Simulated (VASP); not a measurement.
# AlN (P6_3mc) in VASP: a series of runs

The runs below take AlN through relaxation of cell and atoms, relaxation of shape and atoms at fixed volume, with PBEsol, PBE.

All numbers are computed with VASP 6.6.1; they aren't measurements. Logs are shortened: lines on timing, memory, paths and dates and some standing lists are left out, and cuts for length are marked.

**1. The structure**

Symmetry: P6_3mc, No. 186, hexagonal system. Conventional cell: a = 3.113 Å, b = 3.113 Å, c = 4.981 Å, α = 90.00°, β = 90.00°, γ = 120.00°. Al (site symmetry 3m) is surrounded by 4 N at 1.89 to 1.90 Å. Around N (site symmetry 3m) lie 4 Al at 1.89 to 1.90 Å.

**2. Relaxation of cell and atoms, PBEsol**

The input, INCAR:

```
ALGO = Normal ; EDIFF = 1E-7
EDIFFG = -0.005 ; ENCUT = 600
GGA = PS ; IBRION = 2
ISIF = 3 ; ISMEAR = 0
KPAR = 2 ; LASPH = T
LCHARG = F ; LREAL = F
LWAVE = F ; NELM = 80
NSW = 90 ; PREC = Accurate
SIGMA = 0.03
```

The input, KPOINTS:

```
k-points
0
Gamma
  12 12 6
```

The input, POSCAR:

```
AlN                                     
1.0
    3.1127044167      0.0000000000      0.0000000000
   -1.5563522084      2.6956810994      0.0000000000
    0.0000000000      0.0000000000      4.9808959608
  Al              N             
     2     2
Direct
     0.3333333332999970    0.6666666667000030    0.9989884320302729
     0.6666666667000030    0.3333333332999970    0.4989884320302728
     0.3333333332999970    0.6666666667000030    0.3810115679697297
     0.6666666667000030    0.3333333332999970    0.8810115679697297
```

Potentials or basis: VASP PAW PBE potentials, release 64 (Al, N).

Command:

```console
$ cat potpaw_PBE.64/Al/POTCAR potpaw_PBE.64/N/POTCAR > POTCAR
$ mpirun -np 2 vasp_std > vasp.out
```

OUTCAR:

```text
EDIFF = 1E-7
   EDIFFG = -0.005
   ENCUT = 600
   GGA = PS
   IBRION = 2
   ISIF = 3
   ISMEAR = 0
   LASPH = T
   LREAL = F
   NELM = 80
   NSW = 90
   PREC = Accurate

 ion  position               nearest neighbor table
   1  0.333  0.667  0.999-   4 1.89   4 1.89   4 1.89   3 1.90   2 3.07   2 3.07   2 3.07   2 3.07
                             2 3.07   2 3.07
   2  0.667  0.333  0.499-   3 1.89   3 1.89   3 1.89   4 1.90   1 3.07   1 3.07   1 3.07   1 3.07
                             1 3.07   1 3.07
   3  0.333  0.667  0.381-   2 1.89   2 1.89   2 1.89   1 1.90
   4  0.667  0.333  0.881-   1 1.89   1 1.89   1 1.89   2 1.90

  LATTYP: Found a hexagonal cell.
 ALAT       =     3.1127044167
 C/A-ratio  =     1.6001827652

  Lattice vectors:

 A1 = (   3.1127044167,   0.0000000000,   0.0000000000)
 A2 = (  -1.5563522084,   2.6956810994,   0.0000000000)
 A3 = (   0.0000000000,   0.0000000000,   4.9808959608)

Analysis of symmetry for initial positions (statically):
=====================================================================
 Subroutine PRICEL returns:
 Original cell was already a primitive cell.

 Routine SETGRP: Setting up the symmetry group for a
 hexagonal supercell.

 Subroutine GETGRP returns: Found 12 space group operations
 (whereof  6 operations were pure point group operations)
 out of a pool of 24 trial point group operations.

The static configuration has the point symmetry C_3v.
 The point group associated with its full space group is C_6v.

Analysis of symmetry for dynamics (positions and initial velocities):
=====================================================================
 Subroutine PRICEL returns:
 Original cell was already a primitive cell.

 Routine SETGRP: Setting up the symmetry group for a
 hexagonal supercell.

 Subroutine GETGRP returns: Found 12 space group operations
 (whereof  6 operations were pure point group operations)
 out of a pool of 24 trial point group operations.

The dynamic configuration has the point symmetry C_3v.
 The point group associated with its full space group is C_6v.

 Subroutine INISYM returns: Found 12 space group operations
 (whereof  6 operations are pure point group operations),
 and found     1 'primitive' translations

----------------------------------------------------------------------------------------

                                     Primitive cell

  volume of cell :      41.7940

  direct lattice vectors                    reciprocal lattice vectors
     3.112704417  0.000000000  0.000000000     0.321264041  0.185481881  0.000000000
    -1.556352208  2.695681099  0.000000000     0.000000000  0.370963761  0.000000000
     0.000000000  0.000000000  4.980895961     0.000000000  0.000000000  0.200767092

  length of vectors
     3.112704417  3.112704417  4.980895961     0.370963761  0.370963761  0.200767092

  position of ions in fractional coordinates (direct lattice)
     0.333333333  0.666666667  0.998988432
     0.666666667  0.333333333  0.498988432
     0.333333333  0.666666667  0.381011568
     0.666666667  0.333333333  0.881011568

  ion indices of the primitive-cell ions
   primitive index   ion index
                 1           1
                 2           2
                 3           3
                 4           4

----------------------------------------------------------------------------------------

 KPOINTS: k-points

Automatic generation of k-mesh.
 Grid dimensions read from file:
 generate k-points for:   12   12    6

 Generating k-lattice:

  Cartesian coordinates                     Fractional coordinates (reciprocal lattice)
     0.026772003  0.015456823  0.000000000     0.083333333 -0.000000000  0.000000000
     0.000000000  0.030913647  0.000000000     0.000000000  0.083333333  0.000000000
     0.000000000  0.000000000  0.033461182     0.000000000  0.000000000  0.166666667

  Length of vectors
     0.030913647  0.030913647  0.033461182

  Shift w.r.t. Gamma in fractional coordinates (k-lattice)
     0.000000000  0.000000000  0.000000000

 Subroutine IBZKPT returns following result:
 ===========================================

 Found     76 irreducible k-points:

 Following reciprocal coordinates:
            Coordinates               Weight
  0.000000  0.000000  0.000000      1.000000
  0.083333 -0.000000  0.000000      6.000000
  0.166667 -0.000000  0.000000      6.000000
  0.250000 -0.000000  0.000000      6.000000
  0.333333  0.000000  0.000000      6.000000
  0.416667 -0.000000  0.000000      6.000000
[... 16 lines left out ...]
  0.250000 -0.000000  0.166667     12.000000
  0.333333  0.000000  0.166667     12.000000
 [... further k-points ...]
   k-points           NKPTS =     76   k-points in BZ     NKDIM =     76   number of bands    NBANDS=     12
   number of dos      NEDOS =    301   number of ions     NIONS =      4
   total plane-waves  NPLWV =  31360
   dimension x,y,z NGX =    28 NGY =   28 NGZ =   40
   dimension x,y,z NGXF=    56 NGYF=   56 NGZF=   80
   ions per type =               2   2
   NGX,Y,Z   is equivalent  to a cutoff of  14.95, 14.95, 13.35 a.u.
   NGXF,Y,Z  is equivalent  to a cutoff of  29.91, 29.91, 26.70 a.u.
 SYSTEM =  unknown system
   PREC   = accura    normal or accurate (medium, high low for compatibility)
   ISTART =      0    job   : 0-new  1-cont  2-samecut
   ICHARG =      2    charge: 1-file 2-atom 10-const
   ISPIN  =      1    spin polarized calculation?
   LNONCOLLINEAR =      F non collinear calculations
   LSORBIT =      F    spin-orbit coupling
   LASPH  =      T    aspherical Exc in radial PAW
   ENCUT  =  600.0 eV  44.10 Ry    6.64 a.u.   6.22  6.22  9.95*2*pi/ulx,y,z
   NELM   =     80;   NELMIN=  2; NELMDL= -5     # of ELM steps
   EDIFF  = 0.1E-06   stopping-criterion for ELM
   LREAL  =      F    real-space projection
   EDIFFG = -.5E-02   stopping-criterion for IOM
   NSW    =     90    number of steps for IOM
   IBRION =      2    ionic relax: 0-MD 1-quasi-New 2-CG
   NFREE  =      1    steps in history (QN), initial steepest desc. (CG)
   ISIF   =      3    stress and relaxation
   ISYM   =      2    0-nonsym 1-usesym 2-fastsym
   POTIM  = 0.5000    time-step for ionic-motion
   TEBEG  =    0.0;   TEEND  =   0.0 temperature during run
   PSTRESS=    0.0 pullay stress
   NELECT =      16.0000    total number of electrons
   NUPDOWN=      -1.0000    fix difference up-down
   EMIN   =  10.00;   EMAX   =-10.00  energy-range for DOS
   EFERMI =   0.00;   METHOD = LEGACY
   ISMEAR =     0;   SIGMA  =   0.03  broadening in eV -4-tet -1-fermi 0-gaus
   EFERMI_NEDOS =   21; number of points for ismear=-14 and -15
   IALGO  =     38    algorithm
   IMIX   =      4    mixing-type and parameters
     AMIX     =   0.40;   BMIX     =  1.00
     AMIX_MAG =   1.60;   BMIX_MAG =  1.00
  volume/ion in A,a.u.               =      10.45        70.51
  Fermi-wavevector in a.u.,A,eV,Ry     =   1.188713  2.246341 19.225545  1.413038
  Thomas-Fermi vector in A             =   2.324836
   LORBIT       =      0    0 simple, 1 ext, 2 COOP (PROOUT), +10 PAW based schemes
   GGA     = PS    functional components
   LHFCALC =     F    Hartree Fock is set to
   AEXX    =    0.0000 exact exchange contribution
   IVDW    =     0    specifies the selected vdW correction
   LEPSILON=     F    determine dielectric tensor
   LRPA    =     F    only Hartree local field effects (RPA)
 conjugate gradient relaxation of ions
 non-spin polarized calculation
 Gauss-broadening in eV      SIGMA  =   0.03
  energy-cutoff  :      600.00
  volume of cell :       41.79
 maximum number of plane-waves:      1412
 NGX is ok and might be reduce to    28
   NGX = 13   NGY = 13   NGZ = 19

--------------------------------------- Ionic step        1  -------------------------------------------

 number of electron      15.9999999 magnetization

 Free energy of the ion-electron system (eV)
  ---------------------------------------------------
  ext. energy  EPLUGINS =         0.00000000
  ---------------------------------------------------
  free energy    TOTEN  =       -31.31568591 eV

  energy without entropy =      -31.31568591  energy(sigma->0) =      -31.31568591

------------------------ aborting loop because EDIFF is reached ----------------------------------------

  FORCE on cell =-STRESS in cart. coord.  units (eV):
  Direction    XX          YY          ZZ          XY          YZ          ZX
  --------------------------------------------------------------------------------------
  -------------------------------------------------------------------------------------
  Total        0.0222997      0.0222997      0.0321571     -0.0000000     -0.0000000      0.0000000
  in kB        0.8548620      0.8548620      1.2327468     -0.0000000     -0.0000000      0.0000000
  external PRESSURE =       0.9808236 kB  Pullay stress =       0.0000000 kB
[... 61 lines left out ...]
  energy  without entropy=      -31.3156853387  energy(sigma->0) =      -31.31568534

--------------------------------------- Ionic step        3  -------------------------------------------

 number of electron      15.9999999 magnetization

 Free energy of the ion-electron system (eV)
  ---------------------------------------------------
  ext. energy  EPLUGINS =         0.00000000
  ---------------------------------------------------
  free energy    TOTEN  =       -31.31569134 eV

  energy without entropy =      -31.31569134  energy(sigma->0) =      -31.31569134

 E-fermi :   6.2065     XC(G=0): -11.1029

 val. band max:        6.0591934469   @ k =   0.0000   0.0000   0.0000
 cond. band min:      10.1765250342   @ k =   0.0000   0.0000   0.0000
 fundamental gap:      4.1173315872
 Fermi energy:         6.2065117956

 k-point     1 :       0.0000    0.0000    0.0000
  band No.  band energies     occupation
      1      -9.1088      2.00000
      2      -6.9262      2.00000
      3       0.0046      2.00000
      4       5.1786      2.00000
      5       5.1786      2.00000
      6       5.8334      2.00000
      7       5.8334      2.00000
      8       6.0592      2.00000
      9      10.1765      0.00000
     10      12.6103      0.00000
     11      16.5572      0.00000
     12      17.0806      0.00000
[... 331 lines left out ...]
 k-point    24 :       0.3333    0.0000    0.1667
  band No.  band energies     occupation
      1      -7.7687      2.00000
      2      -6.5136      2.00000
      3       1.0980      2.00000
      4       2.0761      2.00000
      5       2.6872      2.00000
      6       4.2619      2.00000
      7       5.2564      2.00000
      8       5.3888      2.00000
      9      11.7853      0.00000
     10      12.5815      0.00000
     11      14.4469      0.00000
     12      16.1201      0.00000

 [... further k-points ...]
[... 5 lines left out ...]
  --------------------------------------------------------------------------------------
  -------------------------------------------------------------------------------------
  Total       -0.0006335     -0.0006335      0.0031487      0.0000000      0.0000000      0.0000000
  in kB       -0.0242735     -0.0242735      0.1206518      0.0000000      0.0000000      0.0000000
  external PRESSURE =       0.0240349 kB  Pullay stress =       0.0000000 kB
[... 19 lines left out ...]
  FREE ENERGIE OF THE ION-ELECTRON SYSTEM (eV)
  ---------------------------------------------------
  free  energy   TOTEN  =       -31.3156913403 eV

  energy  without entropy=      -31.3156913403  energy(sigma->0) =      -31.31569134

 reached required accuracy - stopping structural energy minimisation
```

Wall time 22 s (2 MPI ranks of Intel Xeon 6975P-C (Granite Rapids), shared host); peak memory 0.18 GiB.

Results:

- Free energy: -31.3157 eV
- Relaxed volume: 10.45 Å³/atom
- Relaxed cell: a = 3.113 Å, b = 3.113 Å, c = 4.982 Å, α = 90.00°, β = 90.00°, γ = 120.00°
- Space group after relaxing (to 0.05 Å): P6_3mc (No. 186)
- Energy gained by relaxing: 0.0 meV/atom
- Ionic steps: 3
- Pressure after relaxing: 0.0 GPa
- Band gap on the k mesh: 4.12 eV, direct

Final structure:
```yaml
crystal:
  lattice:
    - [3.11310, 0.00000, 0.00000]
    - [-1.55655, 2.69603, 0.00000]
    - [0.00000, 0.00000, 4.98181]
  atoms:
    - { symbol: Al, position: [0.33333, 0.66667, 0.99899] }
    - { symbol: Al, position: [0.66667, 0.33333, 0.49899] }
    - { symbol: N, position: [0.33333, 0.66667, 0.38101] }
    - { symbol: N, position: [0.66667, 0.33333, 0.88101] }
```

Levels at points of the mesh, in eV from the valence-band top:
```tsv
k point	band 6	band 7	band 8	band 9	band 10	band 11
(0.00, 0.00, 0.00)	-0.23	-0.23	0.00	4.12	6.55	10.50
(0.50, 0.00, 0.00)	-2.12	-1.81	-0.70	5.67	5.67	8.07
(0.00, 0.00, 0.50)	-0.56	-0.56	-0.56	6.37	6.37	10.20
(0.50, 0.00, 0.50)	-1.49	-1.38	-1.38	5.17	5.17	9.12
```

Caveat: the PAW data sets were made with another functional, which shifts forces and pressure a little.

**3. Relaxation of cell and atoms, PBE**

The input, INCAR:

```
ALGO = Normal
EDIFF = 1E-6
EDIFFG = -0.01
ENCUT = 300
GGA = PE
IBRION = 2
ISIF = 3
ISMEAR = 0
LASPH = True
LCHARG = False
LREAL = False
LWAVE = False
NELM = 80
NSW = 90
PREC = Accurate
SIGMA = 0.03
```

The input, KPOINTS:

```
k-points
0
Gamma
  6 6 3
```

The input, POSCAR:

```
AlN
1.0
    3.1130000000      0.0000000000      0.0000000000
   -1.5565000000      2.6959370820      0.0000000000
    0.0000000000      0.0000000000      4.9810000000
Al N
2 2
Direct
    0.3333333333      0.6666666667      0.0000000000
    0.6666666667      0.3333333333      0.5000000000
    0.3333333333      0.6666666667      0.3800000000
    0.6666666667      0.3333333333      0.8800000000
```

Potentials or basis: VASP PAW PBE potentials, release 64 (Al, N_s).

Command:

```console
$ cat potpaw_PBE.64/Al/POTCAR potpaw_PBE.64/N_s/POTCAR > POTCAR
$ mpirun -np 1 vasp_std > vasp.out
```

Wall time 15 s (1 thread of Intel Xeon Platinum 8259CL at 2.50GHz (Skylake/Cascade Lake), shared host); peak memory 0.12 GiB.

These settings aren't checked as converged: the numbers below hold their error.

Results:

```
Free energy                            : -29.7597 eV
Relaxed volume                         : 10.57 Å³/atom
Relaxed cell                           : a = 3.123 Å, b = 3.123 Å, c = 5.007 Å, α = 90.00°, β = 90.00°, γ = 120.00°
Space group after relaxing (to 0.05 Å) : P6_3mc (No. 186)
Energy gained by relaxing              : 1.3 meV/atom
Ionic steps                            : 5
Largest force after relaxing           : 0.007 eV/Å
Band gap on the k mesh                 : 4.11 eV, direct
```

Caveat: the k mesh is coarse (spacing up to 0.42 Å⁻¹), so the values aren't converged; the cutoff is under 1.25 times the usual one of these potentials, so pressure, stress and relaxed cells hold a basis-set (Pulay) error.

**4. Relaxation of cell and atoms, PBE**

This run uses another cell than the first one, of 10.57 Å³/atom, 1.012 times its volume.

INCAR, as its differences from that of step 3:

```diff
@@ -1,4 +1,4 @@
 ALGO = Normal
-EDIFF = 1E-6
-EDIFFG = -0.01
+EDIFF = 1E-7
+EDIFFG = -0.005
 ENCUT = 300
```

KPOINTS is that of step 3.

The input, POSCAR:

```
AlN                                     
1.0
    3.1230898998      0.0000000000     -0.0000000000
   -1.5615449499      2.7046751916     -0.0000000000
    0.0000000000     -0.0000000000      5.0071819091
  Al              N             
     2     2
Direct
     0.3333333332999970    0.6666666667000030    0.9992757087922699
     0.6666666667000030    0.3333333332999970    0.4992757087922698
     0.3333333332999970    0.6666666667000030    0.3807242912077327
     0.6666666667000030    0.3333333332999970    0.8807242912077327
```

Command:

```console
$ cat potpaw_PBE.64/Al/POTCAR potpaw_PBE.64/N_s/POTCAR > POTCAR
$ mpirun -np 1 vasp_std > vasp.out
```

Run time: 9.9 s. Hardware: 1 thread of Intel Xeon Platinum 8259CL at 2.50GHz (Skylake/Cascade Lake), shared host; peak memory 0.12 GiB.

The run converged, but some of its settings lie outside the range that counts as converged, so its numbers aren't taken as properties of the crystal.

What came out:

| Item | Value |
| --- | --- |
| Free energy | -29.7631 eV |
| Relaxed volume | 10.58 Å³/atom |
| Relaxed cell | a = 3.124 Å, b = 3.124 Å, c = 5.008 Å, α = 90.00°, β = 90.00°, γ = 120.00° |
| Space group after relaxing (to 0.05 Å) | P6_3mc (No. 186) |
| Energy gained by relaxing | 0.0 meV/atom |
| Ionic steps | 3 |
| Band gap on the k mesh | 4.10 eV, direct |

Caveat: the cutoff is under 1.25 times the usual one of these potentials, so pressure, stress and relaxed cells hold a basis-set (Pulay) error.

**5. Relaxation of shape and atoms at fixed volume, PBE (a relaxed cell with its volume scaled by 0.94)**

The input, INCAR:

```
ALGO = Normal
EDIFF = 1E-7
EDIFFG = -0.01
ENCUT = 300
GGA = PE
IBRION = 2
ISIF = 4
ISMEAR = 0
LASPH = True
LCHARG = False
LREAL = False
LWAVE = False
NELM = 80
NSW = 40
PREC = Accurate
SIGMA = 0.03
```

KPOINTS is that of step 4.

The input, POSCAR:

```
AlN                                     
1.0
    3.0601342721      0.0000000000      0.0000000000
   -1.5300671360      2.6501540187     -0.0000000000
   -0.0000000000      0.0000000000      4.9060232471
  Al              N             
     2     2
Direct
     0.3333333332999970    0.6666666667000030    0.9992383048100509
     0.6666666667000030    0.3333333332999970    0.4992383048100509
     0.3333333332999970    0.6666666667000030    0.3807616951899516
     0.6666666667000030    0.3333333332999970    0.8807616951899516
```

Command:

```console
$ cat potpaw_PBE.64/Al/POTCAR potpaw_PBE.64/N_s/POTCAR > POTCAR
$ mpirun -np 1 vasp_std > vasp.out
```

Run time: 14 s. Hardware: 1 thread of Intel Xeon Platinum 8259CL at 2.50GHz (Skylake/Cascade Lake), shared host; peak memory 0.11 GiB.

These settings aren't checked as converged: the numbers below hold their error.

Results:

| Item | Value |
| --- | --- |
| Free energy | -29.6398 eV |
| Energy gained by relaxing | 0.1 meV/atom |
| Ionic steps | 5 |
| Band gap on the k mesh | 4.62 eV, direct |

Caveat: the k mesh is coarse (spacing up to 0.43 Å⁻¹), so the values aren't converged; the cutoff is under 1.25 times the usual one of these potentials, so pressure, stress and relaxed cells hold a basis-set (Pulay) error; an odd mesh through Γ misses points on the zone boundary, where band edges often lie.
